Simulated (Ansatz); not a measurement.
# LiH in Ansatz: the effect of functional

The system is LiH.

```
CELL_PARAMETERS angstrom
0.00000 2.03675 2.03675
2.03675 0.00000 2.03675
2.03675 2.03675 0.00000
ATOMIC_POSITIONS crystal
Li 0.00000 0.00000 0.00000
H 0.50000 0.50000 0.50000
```

Alike in all runs:

```yaml
Program: Ansatz 0.2.0
Task: single point
Potentials_or_basis: all-electron PAW datasets made for the crystal
k_mesh: 8 × 8 × 8
Occupations: fermi-dirac, width 0.05 eV
Spin: no spin polarisation
```

Q: One run gave: gap on the mesh 3.02 eV. Which functional did it use?
A. PBE0
B. HSE06
C. PBE

A: C.

```tsv
functional	cutoff	gap on the mesh (eV)
PBE	200 eV	3.02
HSE06	220 eV	4.00
PBE0	220 eV	4.69
```

Caveats: the program warned that the printed levels may be off, so bands, gaps and densities of states are rough (some runs).

A k mesh can miss the band edges.

Not every run made on this cell is shown here.
